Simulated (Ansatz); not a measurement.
**Sb: do energies and stresses tell the same story?**

These are results of DFT PBEsol, scalar-relativistic, plane waves, PAW (Ansatz), not measurements.

Settings: cutoff 420 eV, Γ-centred mesh 12×12×12 on the computed 2-atom cell, Gaussian smearing of 0.10 eV; no spin polarisation.

Relaxed cell: R-3m, a = 4.322 Å, b = 4.322 Å, c = 11.060 Å, α = 90.00°, β = 90.00°, γ = 120.00°, 2 atoms in the primitive cell.

Energies at zero smearing and pressures from the stress tensor, at volumes with shape and atoms relaxed:
```csv
V (Å³/atom),E − E(first) (meV/atom),P (GPa)
28.032,0.00,3.14
28.927,-12.89,1.43
29.822,-16.91,0.00
30.716,-13.57,-1.19
31.611,-4.47,-2.07
```

Question: Check P = −dE/dV between neighbouring volumes, and get the bulk modulus from the pressures alone.

Answer: With 1 eV/Å³ = 160.2 GPa:
```json
{"middle V (Å³/atom)": "28.480", "−ΔE/ΔV (GPa)": "2.309", "mean P (GPa)": "2.285"}
{"middle V (Å³/atom)": "29.374", "−ΔE/ΔV (GPa)": "0.719", "mean P (GPa)": "0.718"}
{"middle V (Å³/atom)": "30.269", "−ΔE/ΔV (GPa)": "-0.598", "mean P (GPa)": "-0.592"}
{"middle V (Å³/atom)": "31.164", "−ΔE/ΔV (GPa)": "-1.628", "mean P (GPa)": "-1.628"}
```

The two differ by 0.02 GPa at most. The mean of two end pressures misses the average over a step by about ΔV² P″/12, up to 0.03 GPa here; with that taken off 0.05 GPa remains, from the smearing term (the stress is the derivative of the free energy), the finite cutoff, the mesh or the relaxation's tolerance. Around V = 29.822 Å³/atom, the two neighbours give B = −V ΔP/ΔV = 29.822 × 2.62 / 1.789 = 43.7 GPa, against B0 = 43.0 GPa from the Birch–Murnaghan fit of the energies.